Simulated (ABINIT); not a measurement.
# Sb (P6_3/mmc) in ABINIT: band structure with PBEsol

Aim: the band structure of Sb with PBEsol.

All numbers are computed with ABINIT 10.8.3 (patched build); they aren't measurements. Logs are shortened: lines on timing, memory, paths and dates and some standing lists are left out, and cuts for length are marked. The log counts tension as positive stress, the text compression.

## 1. The crystal as given

It takes space group P6_3/mmc (No. 194, hexagonal). The conventional cell has a = 3.355 Å, b = 3.355 Å, c = 5.470 Å, α = 90.00°, β = 90.00°, γ = 120.00°. Around Sb (site symmetry -6m2) lie 12 Sb at 3.35 Å.

This isn't the form of Sb at room conditions, which is rhombohedral.

## 2. Band structure, PBEsol

File run.abi:

```
# Datasets: ground state, then fixed potential
ndtset 2

# Pseudopotentials
pp_dirpath "./"
pseudos "Sb.upf"

# Structure
acell 6.3391475473 6.3391475473 10.3371054862
rprim
     1.0000000000     0.0000000000     0.0000000000
    -0.5000000000     0.8660254038     0.0000000000
     0.0000000000     0.0000000000     1.0000000000
ntypat 1
znucl 51
natom 2
typat 1 1
xred
     0.6666666667     0.3333333333     0.7500000000
     0.3333333333     0.6666666667     0.2500000000

# Plane-wave basis
ecut 40.0

# Exchange and correlation
ixc -116133

# Bands and occupations
occopt 3
tsmear 0.05 eV

# SCF cycle
nstep 100

# Output
iomode 3
prtwf 0
prteig 0
prtebands 0
enunit 1
prtden1 1

# Dataset 1
kptopt1 1
ngkpt1 9 9 5
nshiftk1 1
shiftk1 0.0 0.0 0.0
nband1 19
tolvrs1 1.0e-10

# Dataset 2: bands along G-M-K-G-A-L-H-A
iscf2 -2
getden2 1
nband2 25
nbdbuf2 4
tolwfr2 1.0e-11
kptopt2 -7
ndivsm2 8
prteig2 1
kptbounds2
     0.0000000000     0.0000000000     0.0000000000
     0.5000000000     0.0000000000     0.0000000000
     0.3333333333     0.3333333333     0.0000000000
     0.0000000000     0.0000000000     0.0000000000
     0.0000000000     0.0000000000     0.5000000000
     0.5000000000     0.0000000000     0.5000000000
     0.3333333333     0.3333333333     0.5000000000
     0.0000000000     0.0000000000     0.5000000000
```

Potentials or basis: PseudoDojo NC SR PBEsol v0.4.1 standard.

Started as:

```console
$ abinit run.abi > log 2>&1
```

run.abo:

```text
.Version 10.8.3 of ABINIT
 DATASET    1 : space group P6_3/m m c (#194); Bravais hP (primitive hexag.)
================================================================================
 Values of the parameters that define the memory need for DATASET  1.
     intxc =       0    ionmov =       0      iscf =       7    lmnmax =       6
     lnmax =       6     mgfft =      60  mpssoang =       3    mqgrid =    3001
     natom =       2  nloc_mem =       1    nspden =       1   nspinor =       1
    nsppol =       1      nsym =      24    n1xccc =    2501    ntypat =       1
    occopt =       3   xclevel =       2
       mpw =        4395          nfft =       96000          nkpt =          36
================================================================================
================================================================================

 DATASET    2 : space group P6_3/m m c (#194); Bravais hP (primitive hexag.)
================================================================================
 Values of the parameters that define the memory need for DATASET  2.
     intxc =       0    ionmov =       0      iscf =      -2    lmnmax =       6
     lnmax =       6     mgfft =      60  mpssoang =       3    mqgrid =    3001
     natom =       2  nloc_mem =       1    nspden =       1   nspinor =       1
    nsppol =       1      nsym =      24    n1xccc =    2501    ntypat =       1
    occopt =       3   xclevel =       2
       mpw =        4395          nfft =       96000          nkpt =          91
================================================================================
================================================================================

--------------------------------------------------------------------------------
------------- Echo of variables that govern the present computation ------------
--------------------------------------------------------------------------------
 -outvars: echo values of preprocessed input variables --------
            acell      6.3391475473E+00  6.3391475473E+00  1.0337105486E+01 Bohr
              amu      1.21753000E+02
             ecut      4.00000000E+01 Hartree
           enunit           1
           getden1          0
           getden2          1
             iscf1          7
             iscf2         -2
                       outvar_i_n : Printing only first  50 k-points.
              ixc     -116133
           jdtset        1    2
                       outvar_i_n : Printing only first  50 k-points.
           kptopt1          1
           kptopt2         -7
         kptrlatt        9    0    0      0    9    0      0    0    5
          kptrlen1     5.16855274E+01
          kptrlen2     3.00000000E+01
            natom           2
            nband1         19
            nband2         25
           nbdbuf1          0
           nbdbuf2          4
           ndtset           2
           ndivsm1          0
           ndivsm2          8
            ngfft          40      40      60
             nkpt1         36
             nkpt2         91
            nstep         100
             nsym          24
           ntypat           1
           occopt           3
        prtebands           0
           prteig1          0
           prteig2          1
            prtwf           0
            rprim      1.0000000000E+00  0.0000000000E+00  0.0000000000E+00
                      -5.0000000000E-01  8.6602540380E-01  0.0000000000E+00
                       0.0000000000E+00  0.0000000000E+00  1.0000000000E+00
           shiftk1     0.00000000E+00  0.00000000E+00  0.00000000E+00
           shiftk2     5.00000000E-01  5.00000000E-01  5.00000000E-01
          spgroup         194
           tolvrs1     1.00000000E-10
           tolvrs2     0.00000000E+00
           tolwfr1     0.00000000E+00
           tolwfr2     1.00000000E-11
           tsmear      1.83746611E-03 Hartree
            typat      1  1
                       outvars : Printing only first  50 k-points.
           xangst      1.6772662082E+00  9.6837009680E-01  4.1026204847E+00
                       1.1383851040E-16  1.9367401936E+00  1.3675401616E+00
            xcart      3.1695737736E+00  1.8299542715E+00  7.7528291146E+00
[... 184 lines left out ...]
================================================================================
 Non-SCF case, kpt    1 (  0.00000  0.00000  0.00000), residuals and eigenvalues=
  4.47E-12  7.95E-12  2.11E-12  5.65E-12  3.43E-12  7.06E-12  3.50E-12  2.00E-12
  9.25E-12  7.26E-12  8.38E-12  8.42E-12  1.69E-12  5.14E-12  7.71E-12  5.13E-12
  4.28E-12  7.74E-12  8.39E-12  7.67E-12  4.82E-12  3.55E-10  1.12E-08  1.92E-07
  4.41E-07
 -7.7328E-01 -7.7294E-01 -7.7260E-01 -7.7260E-01 -7.7244E-01 -7.7244E-01
 -7.7227E-01 -7.7227E-01 -7.7036E-01 -7.7036E-01 -1.7718E-01 -3.6218E-02
  8.4975E-02  4.3378E-01  4.3378E-01  4.9386E-01  4.9386E-01  5.0257E-01
  5.9126E-01  6.4049E-01  6.8459E-01  6.8459E-01  7.1030E-01  7.4951E-01
  7.5071E-01
 Non-SCF case, kpt    2 (  0.03333  0.00000  0.00000), residuals and eigenvalues=
  9.30E-12  7.50E-12  4.59E-12  7.08E-12  6.16E-12  1.49E-12  7.01E-12  4.76E-12
  7.55E-12  8.36E-12  7.07E-12  3.75E-12  2.89E-12  7.88E-12  3.29E-12  2.38E-12
  2.10E-12  7.75E-12  2.83E-12  7.95E-12  6.30E-12  5.86E-11  1.25E-09  3.33E-07
[... 882 lines left out ...]
 -7.7103E-01 -7.7103E-01 -7.7102E-01 -7.7102E-01 -1.3089E-01 -1.3089E-01
  2.7215E-01  2.7215E-01  4.5625E-01  4.5625E-01  4.6145E-01  4.6145E-01
  6.2663E-01  6.2663E-01  6.5998E-01  6.5998E-01  6.7316E-01  6.7316E-01
  7.0873E-01
 Non-SCF case, kpt   91 (  0.00000  0.00000  0.50000), residuals and eigenvalues=
  1.86E-12  3.20E-12  3.48E-12  7.25E-12  2.82E-12  6.48E-12  6.06E-12  5.54E-12
  1.19E-12  2.59E-12  2.37E-12  5.58E-12  2.05E-12  5.74E-12  5.26E-12  7.58E-12
  7.57E-12  8.10E-12  7.92E-12  6.07E-12  7.41E-12  5.38E-12  4.50E-12  4.39E-07
  2.55E-12
 -7.7310E-01 -7.7310E-01 -7.7281E-01 -7.7281E-01 -7.7281E-01 -7.7281E-01
 -7.7102E-01 -7.7102E-01 -7.7102E-01 -7.7102E-01 -1.3163E-01 -1.3163E-01
  2.7165E-01  2.7165E-01  4.6358E-01  4.6358E-01  4.6358E-01  4.6358E-01
  6.2767E-01  6.2767E-01  6.6934E-01  6.6934E-01  6.6934E-01  6.6934E-01
  6.8885E-01

--- !ResultsGS
iteration_state: {dtset: 2, }
comment   : Summary of ground state results
lattice_vectors:
- [  6.3391475,   0.0000000,   0.0000000, ]
- [ -3.1695738,   5.4898628,   0.0000000, ]
- [  0.0000000,   0.0000000,  10.3371055, ]
lattice_lengths: [   6.33915,    6.33915,   10.33711, ]
lattice_angles: [ 90.000,  90.000, 120.000, ] # degrees, (23, 13, 12)
lattice_volume:   3.5974213E+02
convergence: {deltae:  0.000E+00, res2:  0.000E+00, residm:  9.994E-12, diffor:  0.000E+00, }
etotal    :  -1.81549619E+02
entropy   :   0.00000000E+00
fermie    :   2.97707760E-01
cartesian_stress_tensor: null
pressure_GPa: null
xred      :
- [  6.6667E-01,   3.3333E-01,   7.5000E-01, Sb]
- [  3.3333E-01,   6.6667E-01,   2.5000E-01, Sb]
cartesian_forces: null
force_length_stats: {min: null, max: null, mean: null, }
...

 Integrated electronic density in atomic spheres:
 ------------------------------------------------
 Atom  Sphere_radius  Integrated_density
    1        2.00000         11.17677922
    2        2.00000         11.17677922
================================================================================

 ----iterations are completed or convergence reached----

 Mean square residual over all n,k,spin=   49.671E-13; max=  99.939E-13
 reduced coordinates (array xred) for    2 atoms
       0.666666666667      0.333333333333      0.750000000000
       0.333333333333      0.666666666667      0.250000000000

 cartesian coordinates (angstrom) at end:
    1      1.67726620815353     0.96837009679750     4.10262048471480
    2      0.00000000000000     1.93674019359500     1.36754016157160
 length scales=  6.339147547300  6.339147547300 10.337105486200 bohr
              =  3.354532416307  3.354532416307  5.470160646286 angstroms
 Eigenvalues (   eV  ) for nkpt=  91  k points:
 kpt#   1, nband= 25, wtk=  1.00000, kpt=  0.0000  0.0000  0.0000 (reduced coord)
 -21.04213  -21.03288  -21.02348  -21.02348  -21.01905  -21.01905  -21.01461  -21.01461
 -20.96252  -20.96252   -4.82130   -0.98554    2.31230   11.80386   11.80386   13.43851
  13.43851   13.67561   16.08888   17.42861   18.62861   18.62861   19.32824   20.39512
  20.42794
 kpt#   2, nband= 25, wtk=  1.00000, kpt=  0.0333  0.0000  0.0000 (reduced coord)
 -21.04191  -21.03279  -21.02331  -21.02269  -21.01877  -21.01826  -21.01490  -21.01487
 -20.96295  -20.96243   -4.80158   -0.96833    2.33302   11.56344   11.71615   13.32850
  13.46799   13.65647   16.24183   17.35059   18.63032   18.66975   19.40918   19.98939
  20.22954
 kpt#   3, nband= 25, wtk=  1.00000, kpt=  0.0667  0.0000  0.0000 (reduced coord)
 -21.04137  -21.03270  -21.02251  -21.02037  -21.01791  -21.01590  -21.01575  -21.01563
 -20.96422  -20.96218   -4.74244   -0.91685    2.39511   10.96179   11.48847   13.00483
  13.51923   13.59445   16.50008   17.16192   18.67325   18.89910   19.32414   19.65516
  19.90317
 kpt#   4, nband= 25, wtk=  1.00000, kpt=  0.1000  0.0000  0.0000 (reduced coord)
 -21.04108  -21.03248  -21.02117  -21.01713  -21.01685  -21.01663  -21.01607  -21.01208
[... 424 lines left out ...]
 -21.03751  -21.03751  -21.02829  -21.02829  -21.02625  -21.02625  -20.98125  -20.98125
 -20.98055  -20.98055   -3.50122   -3.50122    7.44463    7.44463   11.90520   11.90520
  12.37846   12.37846   16.79090   16.79090   17.94590   17.94590   18.72366   18.72366
  20.14959
 kpt#  90, nband= 25, wtk=  1.00000, kpt=  0.0196  0.0196  0.5000 (reduced coord)
 -21.03719  -21.03719  -21.02900  -21.02900  -21.02852  -21.02852  -20.98078  -20.98078
 -20.98061  -20.98061   -3.56172   -3.56172    7.40554    7.40554   12.41511   12.41511
  12.55668   12.55668   17.05139   17.05139   17.95901   17.95901   18.31763   18.31763
  19.28545
 kpt#  91, nband= 25, wtk=  1.00000, kpt=  0.0000  0.0000  0.5000 (reduced coord)
 -21.03712  -21.03712  -21.02928  -21.02928  -21.02928  -21.02928  -20.98063  -20.98063
 -20.98063  -20.98063   -3.58190   -3.58190    7.39200    7.39200   12.61476   12.61476
  12.61476   12.61476   17.07974   17.07974   18.21364   18.21364   18.21364   18.21365
  18.74446

== END DATASET(S) ==============================================================
================================================================================

 -outvars: echo values of variables after computation  --------
            acell      6.3391475473E+00  6.3391475473E+00  1.0337105486E+01 Bohr
           etotal1    -1.8154961870E+02
            fcart1    -2.1238228035E-29  3.6785690019E-29 -0.0000000000E+00
                       2.1238228035E-29 -3.6785690019E-29 -0.0000000000E+00
            rprim      1.0000000000E+00  0.0000000000E+00  0.0000000000E+00
                      -5.0000000000E-01  8.6602540380E-01  0.0000000000E+00
                       0.0000000000E+00  0.0000000000E+00  1.0000000000E+00
           strten1     5.0932726082E-05  5.0932725641E-05  6.2277422693E-05
                       0.0000000000E+00  0.0000000000E+00  0.0000000000E+00
           xangst      1.6772662082E+00  9.6837009680E-01  4.1026204847E+00
                       1.1383851040E-16  1.9367401936E+00  1.3675401616E+00
             xred      6.6666666667E-01  3.3333333333E-01  7.5000000000E-01
                       3.3333333333E-01  6.6666666667E-01  2.5000000000E-01
 Calculation completed.
```

Run time: 4 min. Hardware: 1 thread of Arm Neoverse V1, shared host; peak memory 0.22 GiB.

Results:

```yaml
Free_energy: -4940.2168 eV
Pressure: -1.6 GPa
Band_gap_on_the_k_mesh: none (metal or under the smearing width)
Valence_electrons_inside_the_program's_atomic_spheres: Sb 11.18 (radii [1.0584] Å)
```

Stress tensor (GPa, compression positive):
```
-1.50  0.00  0.00
 0.00 -1.50  0.00
 0.00  0.00 -1.83
```

Levels at the corners of the path, in eV from the Fermi level:
| point | band 10 | band 11 | band 12 | band 13 | band 14 | band 15 | band 16 | band 17 | band 18 | band 19 |
| --- | --- | --- | --- | --- | --- | --- | --- | --- | --- | --- |
| Γ | -29.06 | -12.92 | -9.09 | -5.79 | 3.70 | 3.70 | 5.34 | 5.34 | 5.57 | 7.99 |
| M | -29.05 | -9.32 | -8.01 | -4.26 | -2.98 | -2.20 | -0.06 | 0.48 | 3.79 | 4.59 |
| K | -29.06 | -8.09 | -8.09 | -4.40 | -2.10 | -2.10 | -0.95 | -0.68 | -0.68 | 3.67 |
| Γ | -29.06 | -12.92 | -9.09 | -5.79 | 3.70 | 3.70 | 5.34 | 5.34 | 5.57 | 7.99 |
| A | -29.08 | -11.68 | -11.68 | -0.71 | -0.71 | 4.51 | 4.51 | 4.51 | 4.51 | 8.98 |
| L | -29.05 | -8.43 | -8.43 | -5.28 | -5.28 | 1.72 | 1.72 | 1.91 | 1.91 | 5.99 |
| H | -29.06 | -7.77 | -7.77 | -4.21 | -4.21 | -3.17 | -3.17 | 3.15 | 3.15 | 7.76 |
| A | -29.08 | -11.68 | -11.68 | -0.71 | -0.71 | 4.51 | 4.51 | 4.51 | 4.51 | 8.98 |

Caveat: spin-orbit coupling is left out, which moves the levels of the heavy elements.
